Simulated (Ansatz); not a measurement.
AgI (started from an entry of an open crystallographic database), relaxed with r2SCAN, was run in the PAW code Ansatz under altered settings. All numbers are computed, without spin polarisation but where a row says otherwise.

```
Ag I
1.0
     0.00000    3.28863    3.28863
     3.28863    0.00000    3.28863
     3.28863    3.28863    0.00000
Ag I
1 1
Direct
  0.00000 0.00000 0.00000
  0.25000 0.25000 0.25000
```

The base run's other keys:
```yaml
kpoints:
  mp_grid: { grid: [4, 4, 4] }
hamiltonian:
  xc: hse06
scf:
  occupations: { method: fixed }
  n_extra_bands: 4
```

It takes 11 iterations with 1411 plane waves at 420 eV and 8 k points, and leaves a mean stress of +0.61 GPa. The gap over this mesh is 2.506 eV. It ran on 4 threads of Arm Neoverse N1, with other jobs on the host.

Outcomes, with energy and stress as changes against the base:
```tsv
setting	outcome	ΔF (meV/atom)	Δ mean stress (GPa)	gap on the mesh (eV)	iterations	wall time
PBE hybrid, exx coeff 0.35, omega 0.3 1/Å	converged	–	0.0	2.698	14	17 s
PBE hybrid, exx coeff 0.05, omega 0.5 1/Å	converged	–	+0.2	1.469	9	14 s
hamiltonian.xc: hf	converged	–	+5.4	8.899	22	21 s
hamiltonian.xc: cam_b3lyp	converged	–	+0.7	5.132	14	19 s
scf.mixing.beta: 0.05	converged	0.0	0.0	2.506	15	15 s
```
A dash marks a value that wasn't obtained or can't be compared. Stress is positive in compression. The base took 15 s.

- PBE hybrid, exx coeff 0.35, omega 0.3 1/Å. That is 35 % exact exchange, screened with ω = 0.3 1/Å, against HSE06's 25 % screened at 0.208 1/Å. The mean stress moves by 0.0 GPa and the gap on the mesh by +0.192 eV (to 2.698). Totals of different functionals aren't comparable.
- PBE hybrid, exx coeff 0.05, omega 0.5 1/Å. That is 5 % exact exchange, screened with ω = 0.5 1/Å, against HSE06's 25 % screened at 0.208 1/Å. The mean stress moves by +0.2 GPa and the gap on the mesh by -1.037 eV (to 1.469). Totals of different functionals aren't comparable.
- hamiltonian.xc: hf. The mean stress moves by +5.4 GPa and the gap on the mesh by +6.393 eV (to 8.899). It's another functional on the same cell, so totals aren't comparable.
- hamiltonian.xc: cam_b3lyp. The mean stress moves by +0.7 GPa and the gap on the mesh by +2.626 eV (to 5.132). It's another functional on the same cell, so totals aren't comparable.

Within 1 meV an atom, 0.1 GPa and 0.005 eV of the base stay: scf.mixing.beta: 0.05.

No spin-orbit coupling is included; it can move band edges with weight on the heavy atoms by tenths of an eV.

The program warns that its thresholds are loose for a hybrid's stress.

The meshes of the hybrids are coarse, so their gaps aren't converged to the digits shown.
